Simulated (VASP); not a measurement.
# Ir in VASP: relaxation of the atoms with PBE

Aim: the relaxation of the atoms of Ir with PBE.

All numbers are computed with VASP 6.6.1; they aren't measurements. Logs are shortened: lines on timing, memory, paths and dates and some standing lists are left out, and cuts for length are marked.

### Step 1. The slab as given

The cell holds a slab with vacuum, 11 atoms: a = 3.840 Å, b = 2.715 Å, c = 29.576 Å, α = 90.00°, β = 90.00°, γ = 90.00°.

The cell was built by a generator and needn't be a form met in nature.

### Step 2. Relaxation of the atoms, PBE

INCAR reads:

```
PREC = Accurate
ENCUT = 520
EDIFF = 1E-6
ISMEAR = 1
SIGMA = 0.1
LREAL = F
LASPH = T
NELM = 80
ALGO = Normal
ISIF = 2
LWAVE = F
LCHARG = F
LDIPOL = T
IDIPOL = 3
DIPOL = 0.5 0.5 0.500
GGA = PE
IBRION = 2
NSW = 80
EDIFFG = -0.01
LVHAR = T
LVACPOTAV = T
```

KPOINTS reads:

```
Automatic mesh
0
Gamma
  10 12 1
```

POSCAR reads:

```
Ir
1.0
    3.8400000000      0.0000000000      0.0000000000
    0.0000000000      2.7152900400      0.0000000000
    0.0000000000      0.0000000000     29.5764501981
Ir
11
Direct
    0.0000000000      0.0000000000      0.2704854689
    0.5000000000      0.5000000000      0.3163883751
    0.0000000000      0.0000000000      0.3622912813
    0.5000000000      0.5000000000      0.4081941876
    0.0000000000      0.0000000000      0.4540970938
    0.5000000000      0.5000000000      0.5000000000
    0.0000000000      0.0000000000      0.5459029062
    0.5000000000      0.5000000000      0.5918058124
    0.0000000000      0.0000000000      0.6377087187
    0.5000000000      0.5000000000      0.6836116249
    0.0000000000      0.0000000000      0.7295145311
```

Potentials or basis: VASP PAW PBE potentials, release 64 (Ir).

Launch:

```bash
cat potpaw_PBE.64/Ir/POTCAR > POTCAR
mpirun -np 1 vasp_std > vasp.out
```

OUTCAR:

```text
PREC = Accurate
   ENCUT = 520
   EDIFF = 1E-6
   ISMEAR = 1
   LREAL = F
   LASPH = T
   NELM = 80
   ISIF = 2
   GGA = PE
   IBRION = 2
   NSW = 80
   EDIFFG = -0.01

 ion  position               nearest neighbor table
   1  0.000  0.000  0.270-   3 2.72   2 2.72   2 2.72   2 2.72   2 2.72
   2  0.500  0.500  0.316-   1 2.72   1 2.72   1 2.72   1 2.72   3 2.72   3 2.72   3 2.72   3 2.72
                             4 2.72
   3  0.000  0.000  0.362-   1 2.72   2 2.72   2 2.72   2 2.72   2 2.72   4 2.72   4 2.72   4 2.72
                             4 2.72   5 2.72
   4  0.500  0.500  0.408-   6 2.72   5 2.72   5 2.72   5 2.72   5 2.72   3 2.72   3 2.72   3 2.72
                             3 2.72   2 2.72
   5  0.000  0.000  0.454-   7 2.72   6 2.72   4 2.72   4 2.72   6 2.72   4 2.72   6 2.72   4 2.72
                             6 2.72   3 2.72
   6  0.500  0.500  0.500-   4 2.72   8 2.72   7 2.72   5 2.72   5 2.72   7 2.72   5 2.72   7 2.72
                             5 2.72   7 2.72
   7  0.000  0.000  0.546-   5 2.72   6 2.72   8 2.72   6 2.72   8 2.72   6 2.72   8 2.72   6 2.72
                             8 2.72   9 2.72
   8  0.500  0.500  0.592-   6 2.72   7 2.72   7 2.72   7 2.72   7 2.72   9 2.72   9 2.72   9 2.72
                             9 2.72  10 2.72
   9  0.000  0.000  0.638-  11 2.72  10 2.72  10 2.72  10 2.72  10 2.72   8 2.72   8 2.72   8 2.72
                             8 2.72   7 2.72
  10  0.500  0.500  0.684-  11 2.72  11 2.72  11 2.72  11 2.72   9 2.72   9 2.72   9 2.72   9 2.72
                             8 2.72
  11  0.000  0.000  0.730-   9 2.72  10 2.72  10 2.72  10 2.72  10 2.72

  LATTYP: Found a simple orthorhombic cell.
 ALAT       =     2.7152900400
 B/A-ratio  =     1.4142135622
 C/A-ratio  =    10.8925565087

  Lattice vectors:

 A1 = (   0.0000000000,  -2.7152900400,   0.0000000000)
 A2 = (   3.8400000000,   0.0000000000,   0.0000000000)
 A3 = (   0.0000000000,   0.0000000000,  29.5764501981)

Analysis of symmetry for initial positions (statically):
=====================================================================
 Subroutine PRICEL returns:
 Original cell was already a primitive cell.

 Routine SETGRP: Setting up the symmetry group for a
 simple orthorhombic supercell.

 Subroutine GETGRP returns: Found  8 space group operations
 (whereof  8 operations were pure point group operations)
 out of a pool of  8 trial point group operations.

The static configuration has the point symmetry D_2h.

[... 180 lines left out ...]

  energy without entropy =      -93.33919936  energy(sigma->0) =      -93.33946423

------------------------ aborting loop because EDIFF is reached ----------------------------------------

  FORCE on cell =-STRESS in cart. coord.  units (eV):
  Direction    XX          YY          ZZ          XY          YZ          ZX
  --------------------------------------------------------------------------------------
  -------------------------------------------------------------------------------------
  Total        1.9661384      0.3582327      0.6332634      0.0000000      0.0000000      0.0000000
  in kB       10.2148307      1.8611540      3.2900424      0.0000000      0.0000000      0.0000000
  external PRESSURE =       5.1220090 kB  Pullay stress =       0.0000000 kB
[... 116 lines left out ...]
  FREE ENERGIE OF THE ION-ELECTRON SYSTEM (eV)
  ---------------------------------------------------
  free  energy   TOTEN  =       -93.5577164261 eV

  energy  without entropy=      -93.5577847354  energy(sigma->0) =      -93.55773920

[... ionic steps 4 to 10 ...]

--------------------------------------- Ionic step       11  -------------------------------------------

 number of electron      98.9999995 magnetization

------------------------ aborting loop because EDIFF is reached ----------------------------------------
[... 40 lines left out ...]
--------------------------------------- Ionic step       12  -------------------------------------------

 number of electron      98.9999995 magnetization

 dipolmoment           0.000000      0.000000     -0.000000 electrons x Angstroem

------------------------ aborting loop because EDIFF is reached ----------------------------------------

  FORCE on cell =-STRESS in cart. coord.  units (eV):
  Direction    XX          YY          ZZ          XY          YZ          ZX
  --------------------------------------------------------------------------------------
  -------------------------------------------------------------------------------------
  Total        3.7984837      1.3236966     -0.0202293     -0.0000000      0.0000000      0.0000000
  in kB       19.7345557      6.8771033     -0.1050986     -0.0000000      0.0000000      0.0000000
  external PRESSURE =       8.8355201 kB  Pullay stress =       0.0000000 kB
[... 32 lines left out ...]
--------------------------------------- Ionic step       13  -------------------------------------------

 number of electron      98.9999995 magnetization

 dipolmoment           0.000000      0.000000      0.000000 electrons x Angstroem

 Free energy of the ion-electron system (eV)
  ---------------------------------------------------
  ext. energy  EPLUGINS =         0.00000000
  ---------------------------------------------------
  free energy    TOTEN  =       -93.58384230 eV

  energy without entropy =      -93.58572272  energy(sigma->0) =      -93.58446910

 E-fermi :   2.7898     XC(G=0):  -7.8058

 val. band max:        2.7888100749   @ k =   0.2000   0.0833   0.0000
 cond. band min:       2.7990047328   @ k =   0.3000   0.2500   0.0000
 fundamental gap:      0.0101946579
 Fermi energy:         2.7898481939

 k-point     1 :       0.0000    0.0000    0.0000
  band No.  band energies     occupation
      1      -7.9753      2.00000
      2      -7.3466      2.00000
      3      -6.4240      2.00000
      4      -5.4294      2.00000
      5      -4.8229      2.00000
      6      -4.4576      2.00000
[... 1477 lines left out ...]
     58       4.1984     -0.00000
     59       4.4526     -0.00000

 [... further k-points ...]

------------------------ aborting loop because EDIFF is reached ----------------------------------------

  FORCE on cell =-STRESS in cart. coord.  units (eV):
  Direction    XX          YY          ZZ          XY          YZ          ZX
  --------------------------------------------------------------------------------------
  -------------------------------------------------------------------------------------
  Total        3.7567228      1.2962637     -0.0802600      0.0000000      0.0000000      0.0000000
  in kB       19.5175918      6.7345787     -0.4169808      0.0000000      0.0000000      0.0000000
  external PRESSURE =       8.6117299 kB  Pullay stress =       0.0000000 kB
[... 26 lines left out ...]
  FREE ENERGIE OF THE ION-ELECTRON SYSTEM (eV)
  ---------------------------------------------------
  free  energy   TOTEN  =       -93.5838422964 eV

  energy  without entropy=      -93.5857227209  energy(sigma->0) =      -93.58446910

 reached required accuracy - stopping structural energy minimisation

 vacuum level on the upper side and lower side of the slab         7.676         7.676
```

CONTCAR:

```text
Ir
   1.00000000000000
     3.8399999999999999    0.0000000000000000    0.0000000000000000
     0.0000000000000000    2.7152900400000002    0.0000000000000000
     0.0000000000000000    0.0000000000000000   29.5764501981000016
  Ir
    11
Direct
     0.0000000000000000    0.0000000000000000    0.2720063684875850
     0.5000000000000000    0.5000000000000000    0.3120395850747310
     0.0000000000000000    0.0000000000000000    0.3611244481975021
     0.5000000000000000    0.5000000000000000    0.4077411424960695
     0.0000000000000000    0.0000000000000000    0.4527258558937631
     0.5000000000000000    0.5000000000000000    0.5000000000000000
     0.0000000000000000    0.0000000000000000    0.5472741441062369
     0.5000000000000000    0.5000000000000000    0.5922588575039306
     0.0000000000000000    0.0000000000000000    0.6388755518024980
     0.5000000000000000    0.5000000000000000    0.6879604149252690
     0.0000000000000000    0.0000000000000000    0.7279936315124151

  0.00000000E+00  0.00000000E+00  0.00000000E+00
  0.00000000E+00  0.00000000E+00  0.00000000E+00
  0.00000000E+00  0.00000000E+00  0.00000000E+00
  0.00000000E+00  0.00000000E+00  0.00000000E+00
  0.00000000E+00  0.00000000E+00  0.00000000E+00
  0.00000000E+00  0.00000000E+00  0.00000000E+00
  0.00000000E+00  0.00000000E+00  0.00000000E+00
  0.00000000E+00  0.00000000E+00  0.00000000E+00
  0.00000000E+00  0.00000000E+00  0.00000000E+00
  0.00000000E+00  0.00000000E+00  0.00000000E+00
  0.00000000E+00  0.00000000E+00  0.00000000E+00
```

Run time: 2.6 h. Hardware: 1 thread of Intel Xeon Platinum 8488C (Sapphire Rapids), shared host; peak memory 0.73 GiB.

What came out:

| Quantity | Value |
| --- | --- |
| Free energy | -93.5838 eV |
| Energy gained by relaxing | 22.2 meV/atom |
| Ionic steps | 13 |
| Largest force after relaxing | 0.009 eV/Å |
| Band gap on the k mesh | none (metal or under the smearing width) |
| Work function of the upper face | 4.89 eV |
| Work function of the lower face | 4.89 eV |

Forces in eV/Å, atoms in the order of the input:
```
Ir   0.000  0.000  0.007
Ir   0.000  0.000 -0.004
Ir   0.000  0.000 -0.009
Ir   0.000  0.000  0.007
Ir   0.000  0.000  0.002
Ir   0.000  0.000  0.000
Ir   0.000  0.000 -0.002
Ir   0.000  0.000 -0.007
Ir   0.000  0.000  0.009
Ir   0.000  0.000  0.004
Ir   0.000  0.000 -0.007
```

Step by step:
| step | energy change (eV) | largest force (eV/Å) | pressure (GPa) |
| --- | --- | --- | --- |
| 1 | 0.0000 | 1.2451 | 0.51 |
| 2 | -0.2111 | 0.3986 | 1.36 |
| 3 | -0.2181 | 0.3295 | 1.63 |
| 4 | -0.2360 | 0.1416 | 1.56 |
| 5 | -0.2374 | 0.1103 | 1.56 |
| 6 | -0.2400 | 0.0746 | 1.46 |
| 7 | -0.2408 | 0.0950 | 1.39 |
| 8 | -0.2425 | 0.0478 | 1.23 |
| 9 | -0.2430 | 0.0905 | 0.75 |
| 10 | -0.2436 | 0.0619 | 0.94 |
| 11 | -0.2442 | 0.0250 | 0.86 |
| 12 | -0.2442 | 0.0274 | 0.88 |
| 13 | -0.2442 | 0.0088 | 0.86 |

Final structure:
```
Ir
1.0
     3.84000    0.00000    0.00000
     0.00000    2.71529    0.00000
     0.00000    0.00000   29.57645
Ir
11
Direct
  0.00000 0.00000 0.27201
  0.50000 0.50000 0.31204
  0.00000 0.00000 0.36112
  0.50000 0.50000 0.40774
  0.00000 0.00000 0.45273
  0.50000 0.50000 0.50000
  0.00000 0.00000 0.54727
  0.50000 0.50000 0.59226
  0.00000 0.00000 0.63888
  0.50000 0.50000 0.68796
  0.00000 0.00000 0.72799
```

Spin-orbit coupling is left out, which matters for the levels of Ir.
